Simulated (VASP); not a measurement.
C, 2 atoms in the cell. The structure is monoclinic, space group C2/m (No. 12). Conventional cell: a = 4.255 Å, b = 2.457 Å, c = 3.765 Å, α = 90.00°, β = 111.49°, γ = 90.00°. C (site symmetry m) has 3 C at 1.42 Å as nearest neighbours. This is a stacking variant of graphite.

```yaml
Program: VASP 6.6.1
Task: relaxation of cell and atoms
Functional: PBE
Dispersion: D3(BJ)
Potentials_or_basis: VASP PAW PBE potentials, release 64 (C)
Cutoff: 600 eV
k_mesh: 14 × 14 × 8
Occupations: gaussian, width 0.02 eV
Spin: no spin polarisation
Dipole_correction: no
Further_INCAR_settings: ALGO = Fast; EDIFF = 1e-06; IBRION = 2; EDIFFG = -0.005; NSW = 100; ISIF = 3
```

Potentials or basis: VASP PAW PBE potentials, release 64 (C).

Run with:

```bash
$ cat potpaw_PBE.64/C/POTCAR > POTCAR
$ mpirun -np 1 vasp_std > vasp.out
```

Hardware: 1 thread of Intel(R) Xeon(R) 6975P-C (Granite Rapids), on a shared host.

Task: How long does it take, and how much memory?

Result: Wall time 3.8 min on 1 thread of Intel(R) Xeon(R) 6975P-C (Granite Rapids), on a shared host, peak memory 0.21 GiB. Counts: scf iterations 119, k points 429, ion steps 24.
